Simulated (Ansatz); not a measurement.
# SiC: how the settings move a single-point run

Question: which choices in the input matter for SiC?

The COD entry's cell or inner coordinates are ideal or old and differ from later refinements, so a difference from it is no clean test against experiment.

Program: Ansatz 0.2.0. Level of theory: reference: DFT, LDA, PAW with Ansatz's default frozen-core files, scalar-relativistic. These are calculated values, not measurements.

## Step 1: Starting point

Symmetry: F-43m, No. 216, cubic system. Conventional cell: a = 4.348 Å, b = 4.348 Å, c = 4.348 Å, α = 90.00°, β = 90.00°, γ = 90.00°. Si (site symmetry -43m) has 4 C at 1.88 Å in its first shell of neighbours. C (site symmetry -43m) has 4 Si at 1.88 Å in its first shell of neighbours.

Structure file:

```cif
data_structure
_symmetry_space_group_name_H-M 'F-43m'
_symmetry_Int_Tables_number 216
_cell_length_a 4.3480
_cell_length_b 4.3480
_cell_length_c 4.3480
_cell_angle_alpha 90.000
_cell_angle_beta 90.000
_cell_angle_gamma 90.000
_cell_volume 82.20
loop_
_atom_site_label
_atom_site_type_symbol
_atom_site_symmetry_multiplicity
_atom_site_Wyckoff_symbol
_atom_site_fract_x
_atom_site_fract_y
_atom_site_fract_z
_atom_site_occupancy
Si1 Si 4 a 0.00000 0.00000 0.00000 1
C1 C 4 c 0.25000 0.25000 0.25000 1
```

## Step 2: Baseline

Contents of input.yaml:

```yaml
crystal:
  lattice:
    - [0.0, 2.174, 2.174]
    - [2.174, 0.0, 2.174]
    - [2.174, 2.174, 0.0]
  atoms:
    - { symbol: Si, position: [0.0, 0.0, 0.0] }
    - { symbol: C, position: [0.75, 0.75, 0.75] }
kpoints:
  mp_grid: { grid: [16, 16, 16] }
  band_path:
    path:
      - [0.0, 0.0, 0.0]
      - [-0.5, -0.5, 0.0]
      - [-0.375, -0.375, 0.25]
      - [-0.375, 0.0, 0.375]
      - [0.0, 0.0, 0.0]
      - [0.0, 0.0, 0.5]
      - [-0.5, -0.25, 0.25]
      - [-0.5, -0.5, 0.0]
    npoints: 5
scf:
  occupations: { method: fermi_dirac, width: 0.05 }
hamiltonian:
  xc: lda
  pseudopotentials: { kind: paw }
output:
  forces: true
  stress: true
  eigenvalues: true
  efg: { contact_densities: true }
```

Started as:

```console
ansatz run input.yaml --threads 1 --pin off --max-ram 2048MiB --backend cpu --events-out ev --progress --plain --runs-dir out
```

## Step 3: Changing settings: symmetry.detect false

Edit input.yaml of step 2 so:

```diff
@@ -8,2 +8,3 @@
     - { symbol: C, position: [0.75, 0.75, 0.75] }
+  symmetry: { detect: false }
 kpoints:
```

Q: Predict the outcome of this session. Wanted: for each run, ending; energy change; pressure; gap; force.

As calculated:

```
                     run     ending  energy change  pressure (GPa)  gap (eV)  force (eV/Å)  cycles   time
               reference  converged              0            -2.9      1.31          0.00       6  5.7 s
1: symmetry.detect false  converged   0.0 meV/atom            -2.9      1.31          0.00       6   56 s
```

Residual by cycle in the longest SCF loop of each run; runs are numbered as in the table. The quantity is the density residual dr2, in eV.

```
cycle  reference    run 1
    1     0.0123   0.0123
    2    0.00124  0.00125
    3     1.7e-4   1.8e-4
    4     5.9e-6   5.8e-6
    5     2.0e-8   1.7e-8
    6    1.8e-10  1.8e-10
```

What this shows: Energy and cycle count are those of the reference, so the change (use of symmetry) left the result and the number of cycles as they were. Cost: 56 s against 5.7 s.
